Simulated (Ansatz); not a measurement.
# Si3N4 (P6_3/m): the host for defect calculations

Before any defect goes in: Si3N4 (P6_3/m) at rest, and how it screens a charge.

Program: Ansatz 0.2.0. Level of theory: plane-wave PAW DFT, PBEsol; relaxation of the host's cell and atoms; PAW set soft_1, in the first sound run; inputs show where later runs differ. Results are calculated unless marked as measured.

### Step 1. The structure

It takes space group P6_3/m (No. 176, hexagonal). Conventional cell: a = 7.605 Å, b = 7.605 Å, c = 2.905 Å, α = 90.00°, β = 90.00°, γ = 120.00°. Si has 4 N at 1.73 to 1.74 Å nearest. Nearest to N lie 3 Si at 1.73 Å. Nearest to N lie 3 Si at 1.73 to 1.74 Å. Farther neighbours and most contacts between anions are not listed.

Structure file:

```xyz
14
Lattice="7.6045 0.0000 0.0000 -3.8023 6.5857 0.0000 0.0000 0.0000 2.9052" Properties=species:S:1:pos:R:3 pbc="T T T"
Si   -1.3794    5.4329    2.1789
Si    2.2099    1.5218    0.7263
Si    4.0154    3.9110    0.7263
Si   -0.2131    2.6747    2.1789
Si    1.5924    5.0639    2.1789
Si    5.1817    1.1528    0.7263
N     0.0000    4.3905    2.1789
N     3.8023    2.1952    0.7263
N     4.8233    4.4115    2.1789
N    -1.4088    6.3828    0.7263
N     2.4298    4.6144    0.7263
N     1.3725    1.9714    2.1789
N    -1.0210    2.1743    0.7263
N     5.2111    0.2029    2.1789
```

### Step 2. Host cell relaxation

Cell and atoms are relaxed together, until forces and stress fall under their thresholds.

The input, cell/input.yaml:

```yaml
crystal:
  lattice:
    - [7.6045444, 0.0, 0.0]
    - [-3.8022722, 6.5857287, 0.0]
    - [0.0, 0.0, 2.9051991]
  atoms:
    - { symbol: Si, position: [0.23108243, 0.82494615, 0.75] }
    - { symbol: Si, position: [0.40613628, 0.23108243, 0.25] }
    - { symbol: Si, position: [0.82494615, 0.59386372, 0.25] }
    - { symbol: Si, position: [0.17505385, 0.40613628, 0.75] }
    - { symbol: Si, position: [0.59386372, 0.76891757, 0.75] }
    - { symbol: Si, position: [0.76891757, 0.17505385, 0.25] }
    - { symbol: "N", position: [0.33333333, 0.66666667, 0.75] }
    - { symbol: "N", position: [0.66666667, 0.33333333, 0.25] }
    - { symbol: "N", position: [0.96919449, 0.6698534, 0.75] }
    - { symbol: "N", position: [0.29934109, 0.96919449, 0.25] }
    - { symbol: "N", position: [0.6698534, 0.70065891, 0.25] }
    - { symbol: "N", position: [0.3301466, 0.29934109, 0.75] }
    - { symbol: "N", position: [0.03080551, 0.3301466, 0.25] }
    - { symbol: "N", position: [0.70065891, 0.03080551, 0.75] }
basis:
  ecutwfc: 420
  xc_grid: 2
hamiltonian:
  xc: pbesol
  pseudopotentials: { kind: paw, azcp: { folder: soft_1 }, xc_functional: pbe }
kpoints:
  mp_grid: { grid: [4, 4, 10] }
scf:
  occupations: { method: fixed }
  max_iter: 100
relax:
  f_tol: 0.005
  max_steps: 60
  cell: {}
output:
  forces: true
  stress: true
checkpoint:
  write: "../cell.run"
  compress: false
  write_wavefunctions: false
  write_every: 100000
```

Run with:

```bash
$ ansatz run input.yaml --threads 32 --pin off --max-ram 84787MiB --backend cuda --events-out ev --progress --plain --runs-dir out --max-vram 78GiB
```

Numbers of over 12 decimals in the logs are rounded to 6 here.

What it wrote:

```text
[... repeated set-up lines and file paths are left out, and long positions are rounded to six places ...]
Engine: ansatz 0.2.0, aarch64-unknown-linux-gnu
Pseudopotentials: kind: paw
Pseudopotential: Si, paw, valence charge 4, recommended cutoff 420 eV (normal), soft_1/Si.paw.azcp
Pseudopotential: N, paw, valence charge 5, recommended cutoff 420 eV (normal), soft_1/N.paw.azcp
Functional definition: PBEsol
  exchange = pbesol_x
  correlation = pbesol_c
[...]
Crystal: 14 atoms, lattice volume = 145.497 Å³
Basis set: ecut = 420 eV, 2823 PW (Γ), exchange–correlation on 108×108×40 points (8 copies of the dense FFT grid, shifted against one another)
Bands: 46, of which v1, the nominal top of the filled ones, is band 32 counted from 1 (31 counted from 0)
Symmetry: 12 space group operations
Space group: P63/m (ITA 176), of the structure as read, at distance tolerance 5.3e-5 Å
k-points: 24 of 160
Non-local potential: Si, projectors of the file, l = 0: 2, l = 1: 2, l = 2: 1
Non-local potential: N, projectors of the file, l = 0: 2, l = 1: 2, l = 2: 1
PAW form: soft (Blöchl's): semilocal exchange-correlation on the pseudo side does not see the compensation charge
PAW frozen core: Si, regenerated for the run's functional, and the local potential with it (the file was generated under x = pbe(κ = 0.804, μ = 0.219515), c = pbe(β = 0.066725))
PAW frozen core: N, regenerated for the run's functional, and the local potential with it (the file was generated under x = pbe(κ = 0.804, μ = 0.219515), c = pbe(β = 0.066725))
PAW one-centre angular grid: Si, 110 points (default); XC on 64 Gauss nodes
PAW one-centre angular grid: N, 110 points (default); XC on 64 Gauss nodes
Initial density: superposition of atomic densities (chi_scale 0.1, normalization cell, long waves kept (reshape's long-wave potential 0.01 eV rms))
Initial wavefunctions: pseudopotential atomic-orbital guess
[...]
Functional: x = pbesol(κ = 0.804, μ = 0.123457), c = pbesol(β = 0.046)
SCF iter   1: F=—  HF=-6784.548045 eV  |Δ(HF+E_count)|=         —  Δρ=1.49e-1  dr2=3.37e1  Hψ=4533
preconditioner: auto → Resta (q_TF=auto, 2.379 Å⁻¹)  ε∞=3.5  [insulator: Δε(μ)=5.926 eV  Ē_g=15.452 eV  n_scr=32 (ndim 8)  ℏωp=24.6 eV  f_vac=0.009  ε∞_Penn≈3.5]
SCF iter   2: F=—  HF=-6774.241996 eV  |Δ(HF+E_count)|=    1.03e1  Δρ=4.86e-2  dr2=1.98e0  Hψ=2830
SCF iter   3: F=—  HF=-6773.872337 eV  |Δ(HF+E_count)|=   3.70e-1  Δρ=2.37e-2  dr2=4.50e-1  Hψ=1104
automatic band count: iteration 3 solves 38 bands in place of 46: the levels show a gap, and the empty bands left out lie too high to hold charge; the band table lists the bands solved (type scf.n_extra_bands for more)
[...]
automatic band count: iteration 4 solves 37 bands in place of 38: the levels show a gap, and the empty bands left out lie too high to hold charge; the band table lists the bands solved (type scf.n_extra_bands for more)
[...]
SCF 1 converged in 9 iterations: F = -6773.809906 eV  dr2 = 1.21e-8
  greatest PAW one-centre occupation: 0.791 electrons in one spin orbital (limit 2), on the N atom at site 7 (counted from 0), in its partial waves of l = 0
relax step   1: F+E_penalty+E_count = -6773.80990614 eV  Δ(F+E_penalty+E_count) = +0.000e0 eV  max|allowed force component| = 5.151e-2 eV/Å  Δτ_max = 0.0000 Å  P = +1.943 GPa  Ω = 145.497 Å³  (9 SCF iters, dr2 threshold 1.00e-7 eV, accepted)
[... the SCF cycles and remarks between the steps are left out from here to the last step ...]
relax step   2: F+E_penalty+E_count = -6773.81504326 eV  Δ(F+E_penalty+E_count) = -5.137e-3 eV  max|allowed force component| = 3.928e-2 eV/Å  Δτ_max = 0.0040 Å  P = +0.982 GPa  Ω = 145.998 Å³  energy of the carried Pulay correction = -8.428e-4 eV  (5 SCF iters, dr2 threshold 1.40e-6 eV, accepted)
relax step   3: F+E_penalty+E_count = -6773.81642139 eV  Δ(F+E_penalty+E_count) = -1.378e-3 eV  max|allowed force component| = 1.267e-2 eV/Å  Δτ_max = 0.0047 Å  P = -0.008 GPa  Ω = 146.522 Å³  energy of the carried Pulay correction = -1.722e-3 eV  (5 SCF iters, dr2 threshold 1.40e-6 eV, accepted)
relax step   4: F+E_penalty+E_count = -6773.81645109 eV  Δ(F+E_penalty+E_count) = -2.970e-5 eV  max|allowed force component| = 5.990e-3 eV/Å  Δτ_max = 0.0011 Å  P = -0.005 GPa  Ω = 146.513 Å³  energy of the carried Pulay correction = -1.705e-3 eV  (5 SCF iters, dr2 threshold 1.00e-8 eV, accepted)
relax step   5: F+E_penalty+E_count = -6773.81645751 eV  Δ(F+E_penalty+E_count) = -6.428e-6 eV  max|allowed force component| = 2.485e-3 eV/Å  Δτ_max = 0.0004 Å  P = -0.002 GPa  Ω = 146.514 Å³  energy of the carried Pulay correction = -1.708e-3 eV  (5 SCF iters, dr2 threshold 2.24e-9 eV, accepted)
[...]
iter 1 solved again at ethr=5.79e-8 eV; its pass at ethr=3.10e-3 eV (dr2=3.71e-5 eV) is discarded
SCF iter   1: F=—  HF=-6773.818312 eV  |Δ(HF+E_count)|=         —  Δρ=8.94e-5  dr2=3.88e-7  Hψ=7750
[...]
SCF iter   2: F=—  HF=-6773.818253 eV  |Δ(HF+E_count)|=   5.87e-5  Δρ=4.51e-5  dr2=9.63e-8  Hψ=1680
SCF iter   3: F=—  HF=-6773.818275 eV  |Δ(HF+E_count)|=   2.16e-5  Δρ=6.02e-6  dr2=5.80e-9  Hψ=1601
SCF iter   4: F=-6773.818275 eV  HF=-6773.818275 eV  |Δ(HF+E_count)|=   3.31e-7  Δρ=3.71e-7  dr2=1.28e-10  Hψ=8437
SCF 6 converged in 4 iterations: F = -6773.818275 eV  dr2 = 1.28e-10
relax step   6: F+E_penalty+E_count = -6773.81827509 eV  Δ(F+E_penalty+E_count) = -1.818e-3 eV  max|allowed force component| = 2.467e-3 eV/Å  Δτ_max = 0.0000 Å  P = +0.020 GPa  Ω = 146.514 Å³  stress off target by 2.32e-2 GPa  SCF on the basis re-selected at this cell (its energy is not comparable with the rows above)  (4 SCF iters)
basis re-selected at this cell: Δ(F+E_penalty+E_count) = -1.818e-3 eV, ΔP = +0.022 GPa vs the last step (what re-selecting the basis moved, of the pressure what is left beyond the Pulay correction that the steps carried, after the strain that the cell walked [...]
SCF converged after 4 iterations
Free energy (F): -6773.818275 eV
Harris-Foulkes:  -6773.818275 eV  (|F-HF|=2.84e-10)
Internal energy: -6773.818275 eV  (E = F + TS)
E sigma→0 (E₀):  -6773.818275 eV
Fermi energy:    8.111579 eV
--- Per-component energies (eV) ---
  E_band       = 53.390545
  E_kinetic    = 1327.887674
  E_local      = -2027.523382  (includes V_loc(G=0)·N_el)
  E_nonlocal   = 407.838472
  E_hartree    = 713.139831
  E_xc         = -819.336435
  E_vxc        = -903.532931  (∫ρ·V_xc dr)
  E_paw        = -3977.230283  (= ΣΔE_a)
  E_vpaw       = -177.566213  (= ΣTr[D̂ρ^β])
  E_aug_tail   = 0.007170  (compensation charges beyond the density's cutoff)
  E_ewald      = -2399.015477
  E_core_change = 0.414155  (= ΣΔE_core)
  E_smearing   = -0.000000  (= −TS)
  E_closure    = -0.000000  (closes the sum)
  Σ components = -6773.818275   (vs F -6773.818275, Δ=0.00e0)
--- Forces (eV/Å), atoms counted from 1 ---
  atom   1  Si    -0.00209862     0.00129921     0.00000000
  atom   2  Si    -0.00217445    -0.00116785     0.00000000
  atom   3  Si     0.00007584     0.00246706     0.00000000
  atom   4  Si    -0.00007584    -0.00246706     0.00000000
  atom   5  Si     0.00217445     0.00116785     0.00000000
  atom   6  Si     0.00209862    -0.00129921     0.00000000
  [... 8 more lines of this table ...]
  max |Σ_I F_I| component: 2.82e-18 eV/Å
--- Stress (GPa, compression-positive) ---
        0.018658       0.000001       0.000000
       -0.000001       0.018658       0.000000
        0.000000       0.000000       0.023197
  P = ⅓ Tr σ = 0.0202 GPa (0.202 kbar)
--- Band table (eV; the first three rows and the last of 24) ---
  k-point 0: bands = ["-10.0474", "-8.5703", "-8.5703", "-7.9519", "-7.8076", "-7.8076", "-6.5523", "-6.2332", "0.0258", "0.0258", "0.1154", [... rest cut ...]
  k-point 1: bands = ["-9.9266", "-8.4612", "-8.4612", "-7.8667", "-7.7127", "-7.7127", "-6.5029", "-6.2131", "0.0460", "0.0460", "0.1935", [... rest cut ...]
--- Relaxed structure (5 steps of the walk, 5 accepted, 1 SCFs on fresh bases) ---
  F+E_penalty+E_count = -6773.81827509 eV   max|allowed force component| = 2.467e-3 eV/Å   (the final SCF, on the basis selected at the relaxed cell)
  cell:  # Å, volume = 146.5142 Å³
    - [7.624456, -4.638241545398294e-19, 0.0]
    - [-3.812228, 6.602972, 0.0]
    - [0.0, 0.0, 2.910256]
  atoms:
    - { symbol: Si, position: [0.232446, 0.826056, 0.750000] }
    - { symbol: Si, position: [0.406390, 0.232446, 0.25] }
    - { symbol: Si, position: [0.826056, 0.593610, 0.25] }
    - { symbol: Si, position: [0.173944, 0.406390, 0.750000] }
    - { symbol: Si, position: [0.593610, 0.767554, 0.750000] }
    - { symbol: Si, position: [0.767554, 0.173944, 0.25] }
  [... 8 more lines of this table ...]
```

The job ended after 3.5 s (1 × NVIDIA GB200 with 32 threads of Arm Neoverse V2, shared host; peak memory 1.1 GiB).

The steps of the relaxation:

| step | energy less that of the first step (eV) | largest force component (eV/Å) | pressure (GPa) | volume (Å³) |
| --- | --- | --- | --- | --- |
| 1 | 0.0000 | 0.0515 | 1.94 | 145.50 |
| 2 | -0.0051 | 0.0393 | 0.98 | 146.00 |
| 3 | -0.0065 | 0.0127 | -0.01 | 146.52 |
| 4 | -0.0065 | 0.0060 | -0.01 | 146.51 |
| 5 | -0.0066 | 0.0025 | 0.00 | 146.51 |
| 6* | -0.0084 | 0.0025 | 0.02 | 146.51 |

Relaxation steps marked * repeat the geometry before them on a plane-wave basis chosen anew for their cell, so energy and pressure can jump there.

The run keeps the 12 symmetry operations that it works with, so distortions that break them were not tested.

| conventional cell, symmetrised | before | after | change |
| --- | --- | --- | --- |
| a (Å) | 7.605 | 7.624 | +0.3 % |
| b (Å) | 7.605 | 7.624 | +0.3 % |
| c (Å) | 2.905 | 2.910 | +0.2 % |
| volume (Å³/atom) | 10.39 | 10.47 | +0.7 % |

The relaxed structure:

```
Si N
1.0
     7.62446    0.00000    0.00000
    -3.81223    6.60297    0.00000
     0.00000    0.00000    2.91026
Si N
6 8
Direct
  0.23245 0.82606 0.75000
  0.40639 0.23245 0.25000
  0.82606 0.59361 0.25000
  0.17394 0.40639 0.75000
  0.59361 0.76755 0.75000
  0.76755 0.17394 0.25000
  0.33333 0.66667 0.75000
  0.66667 0.33333 0.25000
  0.97038 0.66999 0.75000
  0.30039 0.97038 0.25000
  0.66999 0.69961 0.25000
  0.33001 0.30039 0.75000
  0.02962 0.33001 0.25000
  0.69961 0.02962 0.75000
```

Numbers from this step:

```yaml
pressure: 0.02017 GPa
```

The relaxation ends with a largest force component of 0.0025 eV/Å and a pressure of 0.02 GPa.

### Step 3. Dielectric tensors of the host

The response to a uniform electric field gives the electronic dielectric tensor.

This step: plane-wave PAW DFPT, PBEsol; dielectric tensors, Born charges and zone-centre modes of the host; PAW set soft_1 (Ansatz 0.2.0).

The input, eps/input.yaml:

```yaml
crystal:
  lattice:
    - [7.62445581, 0.0, 0.0]
    - [-3.812227905, 6.6029724215, 0.0]
    - [0.0, 0.0, 2.9102563488]
  atoms:
    - { symbol: Si, position: [0.232445565, 0.8260559962, 0.75] }
    - { symbol: Si, position: [0.4063895688, 0.232445565, 0.25] }
    - { symbol: Si, position: [0.8260559962, 0.5936104312, 0.25] }
    - { symbol: Si, position: [0.1739440038, 0.4063895688, 0.75] }
    - { symbol: Si, position: [0.5936104312, 0.767554435, 0.75] }
    - { symbol: Si, position: [0.767554435, 0.1739440038, 0.25] }
    - { symbol: "N", position: [0.3333333333, 0.6666666667, 0.75] }
    - { symbol: "N", position: [0.6666666667, 0.3333333333, 0.25] }
    - { symbol: "N", position: [0.9703841729, 0.6699911592, 0.75] }
    - { symbol: "N", position: [0.3003930137, 0.9703841729, 0.25] }
    - { symbol: "N", position: [0.6699911592, 0.6996069863, 0.25] }
    - { symbol: "N", position: [0.3300088408, 0.3003930137, 0.75] }
    - { symbol: "N", position: [0.0296158271, 0.3300088408, 0.25] }
    - { symbol: "N", position: [0.6996069863, 0.0296158271, 0.75] }
basis:
  ecutwfc: 420
hamiltonian:
  xc: pbesol
  pseudopotentials: { kind: paw, azcp: { folder: soft_1 }, xc_functional: pbe }
kpoints:
  mp_grid: { grid: [4, 4, 8] }
scf:
  occupations: { method: fixed }
  max_iter: 100
phonons:
  method: dfpt
  dielectric: true
  rigid_motions: translations
```

What it wrote:

```text
[...]
Crystal: 14 atoms, lattice volume = 146.514 Å³
Basis set: ecut = 420 eV, 2859 PW (Γ), exchange–correlation on 108×108×40 points (8 copies of the dense FFT grid, shifted against one another)
Bands: 46, of which v1, the nominal top of the filled ones, is band 32 counted from 1 (31 counted from 0)
Symmetry: 12 space group operations
k-points: 68 of 128 (irreducible under 1 space group operation, time reversal used)
[...]
SCF iter   1: F=—  HF=-6784.394880 eV  |Δ(HF+E_count)|=         —  Δρ=1.47e-1  dr2=3.34e1  Hψ=12607
[...]
SCF iter   2: F=—  HF=-6774.236866 eV  |Δ(HF+E_count)|=    1.02e1  Δρ=4.83e-2  dr2=1.94e0  Hψ=8428
[...]
SCF iter  11: F=-6773.818103 eV  HF=-6773.818103 eV  |Δ(HF+E_count)|=  1.79e-10  Δρ=8.81e-8  dr2=9.72e-12  Hψ=25642
SCF 1 converged in 11 iterations: F = -6773.818103 eV  dr2 = 9.72e-12
[...]
the response reads at least the filled bands of the reference SCF and the lowest empty band at each k-point, and that SCF's band table does not vouch for those bands. The notice of the band table in this run's record says why
[...]
NSCF: frozen V_eff on 1 k-points
[...]
NSCF: frozen V_eff on 20 k-points, pencils in batches of 32, up to order 184
[...]
DFPT response loops at q = (0, 0, 0) (fractional): preconditioner auto → Resta (q_TF=auto, 2.377 Å⁻¹)  ε∞=3.8 (no band partly filled); β = 1.00, the filter's whole step (`scf.mixing.beta` (0.50) is not read by the response loops at its default; [...]
[...]
DFPT response loops at Γ: preconditioner auto → Resta (q_TF=auto, 2.377 Å⁻¹)  ε∞=3.8 (no band partly filled); β = 1.00, the filter's whole step (`scf.mixing.beta` (0.50) is not read by the response loops at its default; [...]
── the response to a field inside a basis, on 4×4×8 k-points: an SCF that follows is theirs, and a resumed run solves both again ──
[...]
Bands: 33, of which v1, the nominal top of the filled ones, is band 32 counted from 1 (31 counted from 0)
k-points: 32 of 128 (irreducible under 4 space group operations)
[...]
Eigensolver: Dense (32 Hₖ)
SCF iter   1: F=—  HF=-6773.499624 eV  |Δ(HF+E_count)|=         —  Δρ=5.37e-4  dr2=1.39e-4
[...]
SCF 1 converged in 5 iterations: F = -6773.499704 eV  dr2 = 5.43e-8
[...]
SCF converged after 11 iterations
[...]
0.06223   -3.17079    0.00000
         0.00000    0.00000   -2.82982
  Z* charge neutrality: 2.481e-2 e pre-enforcement
  solved inside a basis spanned on kpoints, on 4×4×8 k-points, its susceptibility summed on 6×6×12: ε∞ is read to err by 2.7e-2, Z* by 2.0e-2 e (field_mesh: kpoints solves on kpoints); Z* is corrected for what the basis lacks
  optical modes at Γ without the LO–TO term, one row a degenerate level:
      ω (cm⁻¹)  modes    IR ((D/Å)²/amu)
        174.04      2             0.0000
        195.03      1             0.0000
        216.43      2             0.0000
        234.72      1             0.0000
        258.48      1             0.0000
        292.82      2             0.0000
        348.08      1             8.7250
        386.54      1             0.0000
        406.14      2            28.0050
        428.63      2             0.0000
        441.85      1             0.0000
        540.01      1             0.0000
        548.86      2            19.1327
        601.08      2             0.0000
        638.74      1             0.0000
        708.00      1             0.0000
        841.10      1           137.3731
        850.83      2             0.0000
        854.56      2             0.0000
        868.54      1             0.0000
        879.18      2           236.2456
        911.03      2             0.0000
        921.56      1             0.0000
       1009.88      2            10.1059
       1020.93      2             0.0000
       1040.60      1             0.0000
  optical modes at Γ + LO–TO along q̂ = [1.0000, 0.0000, 0.0000]:
      ω (cm⁻¹)  modes    IR ((D/Å)²/amu)
        174.04      2             0.0000
        195.03      1             0.0000
        216.43      2             0.0000
        234.72      1             0.0000
        258.48      1             0.0000
        292.82      2             0.0000
        348.08      1             8.7250
        386.54      1             0.0000
        406.14      1            14.0025
        428.63      2             0.0000
        434.46      1             3.3684
        441.85      1             0.0000
[...]
optical modes at Γ + LO–TO along q̂ = [0.0000, 1.0000, 0.0000]:
      ω (cm⁻¹)  modes    IR ((D/Å)²/amu)
[...]
optical modes at Γ + LO–TO along q̂ = [0.0000, 0.0000, 1.0000]:
      ω (cm⁻¹)  modes    IR ((D/Å)²/amu)
[...]
638.74      1             0.0000
        708.00      1             0.0000
        850.83      2             0.0000
        854.56      2             0.0000
        868.54      1             0.0000
        879.18      2           236.2456
        911.03      2             0.0000
        921.56      1             0.0000
       1009.88      2            10.1059
       1020.93      2             0.0000
       1040.60      1             0.0000
       1085.29      1           143.4456
```

Elapsed: 12 s, on 1 × NVIDIA GB200 with 32 threads; peak memory 2.6 GiB.

The column dr2 measures how far the density is from self-consistency, as an energy; F and HF (Harris–Foulkes) agree once it is small.

Electronic dielectric tensor:

```
4.29 0.00 0.00
0.00 4.29 0.00
0.00 0.00 4.37
```

Static dielectric tensor:

```
8.29 0.00 0.00
0.00 8.29 0.00
0.00 0.00 8.25
```

The principal values of the electronic dielectric tensor are 4.29, 4.29 and 4.37. The principal values of the static dielectric tensor are 8.25, 8.29 and 8.29.

(Continued in part 2 of 3.)

[Logs are printed without paths, hosts, clocks, repeated set-up lines and the standing remarks that a program may print on its own settings, such as how far it seeks lower states.]

[Hosts, paths, dates, database ids (printed as entryN), source tags and the programs' standing remarks are cut or masked in the printed files.]

[Runs of the host that timed out are not shown.]

[For some hosts the program warned that the k-mesh of the response run may be too coarse for force constants and the static dielectric constant; such warnings are not always shown.]
